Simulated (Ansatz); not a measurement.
**Rh: further runs on the relaxed cell**

The task here is to estimate one member of a computed series from the others.

The COD entry's cell or inner coordinates are ideal or old and differ from later refinements, so a difference from it is no clean test against experiment.

Program: Ansatz 0.2.0. Level of theory: DFT PBE, scalar-relativistic, plane waves, PAW. These are calculated values, not measurements.

2 further runs of the same task are left out: 2 set aside as unsound or not needed.

**Starting point**

The structure is cubic, space group Fm-3m (No. 225). Conventional cell: a = 3.830 Å, b = 3.830 Å, c = 3.830 Å, α = 90.00°, β = 90.00°, γ = 90.00°. Around Rh (site symmetry m-3m) lie 12 Rh at 2.71 Å.

As a file:

```
Rh
1.0
     0.00000    1.91499    1.91499
     1.91499    0.00000    1.91499
     1.91499    1.91499    0.00000
Rh
1
Cartesian
  0.0000 0.0000 0.0000
```

It is the result of an earlier relaxation at this level (volume 14.05 Å³/atom; gap on the mesh: none (metal)).

Set-up of the first run:

Contents of input.yaml:

```yaml
crystal:
  lattice:
    - [0.0, 1.9149890286, 1.9149890286]
    - [1.9149890286, 0.0, 1.9149890286]
    - [1.9149890286, 1.9149890286, 0.0]
  atoms:
    - { symbol: Rh, position: [0.0, 0.0, 0.0] }
basis:
  ecutwfc: 420
kpoints:
  mp_grid: { grid: [18, 18, 18] }
  band_path:
    path:
      - [[0.0, 0.0, 0.0], [0.5, 0.0, 0.5], [0.625, 0.25, 0.625]]
      - [[0.375, 0.375, 0.75], [0.0, 0.0, 0.0], [0.5, 0.5, 0.5], [0.5, 0.25, 0.75], [0.5, 0.0, 0.5]]
    npoints: 14
hamiltonian:
  xc: pbe
scf:
  occupations: { method: gaussian, width: 0.1 }
  n_extra_bands: 6
output:
  forces: true
  stress: true
  eigenvalues: true
  populations: true
  dos: { projected: true, de: 0.02, nscf_kmesh: { grid: [27, 27, 27] } }
  bader: true
  write_density: true
  write_potential: true
  elf: true
  volumetric_format: npy
```

Command:

```console
$ ansatz run input.yaml --threads 1 --pin off --max-ram 2560MiB --backend cpu --events-out ev --progress --plain --runs-dir out
```

Steps of the session up to this table: Electronic structure at the relaxed geometry; The cell scaled to 0.97 of its volume; Volume × 1.03; Point at V/V0 = 0.94; The cell scaled to 1.06 of its volume.

One table of the session follows, with a row left open; its other results are not shown here.

It belongs to the step «Equation of state». 

```
volume (Å³/atom)  energy above the lowest point (meV/atom)  pressure (GPa)
          13.203                                      45.7           18.67
          13.624                                      10.6            8.47
          14.045                                       0.0           -0.01
          14.467                                         ?               ?
          14.888                                      36.4          -12.89
```

Estimate the missing values for volume (Å³/atom) = 14.467.

Worked estimate for «energy above the lowest point (meV/atom)». A straight line through the neighbours (14.045, 0.0) and (14.888, 36.4) gives 0.0 + (36.4 − 0.0) × (14.467 − 14.045) / (14.888 − 14.045) = 18.2; a parabola fitted to 3 rows on both sides gives 8.6.

As computed: energy above the lowest point (meV/atom): 9.8; pressure (GPa): -7.05. In «energy above the lowest point (meV/atom)» the line misses by +8.4 and the parabola by -1.2.
